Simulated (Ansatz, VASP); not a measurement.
## Two plane-wave programs on KBr

File INCAR:

```
SYSTEM = KBr
ALGO = Normal
EDIFF = 1E-6
ENCUT = 520
GGA = PE
ISIF = 2
ISMEAR = 0
LASPH = .TRUE.
LCHARG = .FALSE.
LREAL = .FALSE.
LWAVE = .FALSE.
NBANDS = 15
NELM = 100
PREC = Accurate
SIGMA = 0.05
```

File KPOINTS:

```
k-points
0
G
  6 6 6
  0 0 0
```

File POSCAR:

```
KBr
1.0
    0.0617343750      3.2925000000      3.2925000000
    3.3542343750      0.0000000000      3.3542343750
    3.2925000000      3.2925000000      0.0617343750
K Br
1 1
Direct
    0.0000000000      0.0000000000      0.0000000000
    0.5000000000      0.5000000000      0.5000000000
```

Input for Ansatz:

```yaml
crystal:
  lattice:
    - [0.061734375, 3.2925, 3.2925]
    - [3.354234375, 0.0, 3.354234375]
    - [3.2925, 3.2925, 0.061734375]
  atoms:
    - { symbol: K, position: [0.0, 0.0, 0.0] }
    - { symbol: Br, position: [0.5, 0.5, 0.5] }
basis:
  ecutwfc: 420
kpoints:
  mp_grid: { grid: [6, 6, 6] }
hamiltonian:
  xc: pbe
scf:
  occupations: { method: gaussian, width: 0.05 }
output:
  forces: true
  stress: true
  eigenvalues: true
```

Change from the starting cell: strain +0.0375 x Voigt [0, 0, 0, 0, 1, 0], atoms carried along.

Alike in both runs: task single point; functional PBE; k mesh 6 × 6 × 6; occupations gaussian, width 0.05 eV; no spin polarisation.

|  | VASP | Ansatz |
| --- | --- | --- |
| version | VASP 6.6.1 | Ansatz 0.2.0 |
| potentials or method | VASP PAW PBE potentials, release 64 (K_sv, Br) | scalar-relativistic, plane waves, PAW |
| plane-wave cutoff (eV) | 520 | 420 |
| valence electrons in the cell | 16 | 16 |

|  | VASP | Ansatz | Ansatz less VASP |
| --- | --- | --- | --- |
| gap on the k mesh at the Fermi level (eV) | 4.41 | 4.41 | +0.002 |
| least direct gap on the mesh (eV) | 4.41 | 4.41 | +0.002 |
| pressure (GPa) | 0.9 | 0.8 | -0.04 |
| largest component of the traceless stress (GPa) | 0.18 | 0.19 | +0.002 |

The functional is the same, so the differences come from potentials, cutoffs and numerics.
